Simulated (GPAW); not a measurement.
Input of a GPAW 26.7.0 run:

The input run.py:

```python
from ase import Atoms
from ase.dft.bandgap import bandgap
from ase.io import write
from ase.units import GPa
from gpaw import GPAW, PW

atoms = Atoms(['Ga'],
              cell=[[-1.3843987196, 1.3843987196, 2.3112238365],
                    [1.3843987196, -1.3843987196, 2.3112238365],
                    [1.3843987196, 1.3843987196, -2.3112238365]],
              scaled_positions=[[0.0, 0.0, 0.0]],
              pbc=True)

calc = GPAW(mode=PW(600),
            xc='LDA',
            kpts={'size': (13, 13, 13), 'gamma': True},
            occupations={'name': 'fermi-dirac', 'width': 0.05},
            nbands=7,
            convergence={'density': 1e-05, 'energy': 1e-05},
            maxiter=150,
            txt='gpaw.txt')
atoms.calc = calc
energy = atoms.get_potential_energy()
forces = atoms.get_forces()
stress = atoms.get_stress()
calc.write('gs.gpw')
write('result.traj', atoms)
print(f'Energy: {energy:.6f} eV')
print('Forces (eV/A):')
print(forces.round(4))
print('Stress (GPa):', (stress / GPa).round(3))
print('Fermi level:', round(calc.get_fermi_level(), 4), 'eV')
print(f'Gap: {bandgap(calc)[0]:.4f} eV, direct: {bandgap(calc, direct=True)[0]:.4f} eV')

path = atoms.cell.bandpath('GXYSGZS1NPY1Z,XP', npoints=80, eps=1e-4)
bs_calc = calc.fixed_density(kpts=path, symmetry='off', nbands=13,
                             convergence={'bands': 'CBM+6.0', 'eigenstates': 1e-6}, txt='bands.txt')
bs = bs_calc.band_structure()
bs.write('bs.json')
print(f'Gap on the path: {bandgap(bs_calc)[0]:.4f} eV')
```

Potentials or basis: the program's PAW data sets (release 1.2.1) made for this functional, pw.

Run with:

```bash
$ OMP_NUM_THREADS=1 python run.py
```

(1) Estimate the band gap along the path.

(2) Estimate the pressure.

## Answers

(1) none (metal or under the smearing width).

(2) -2.0 GPa.
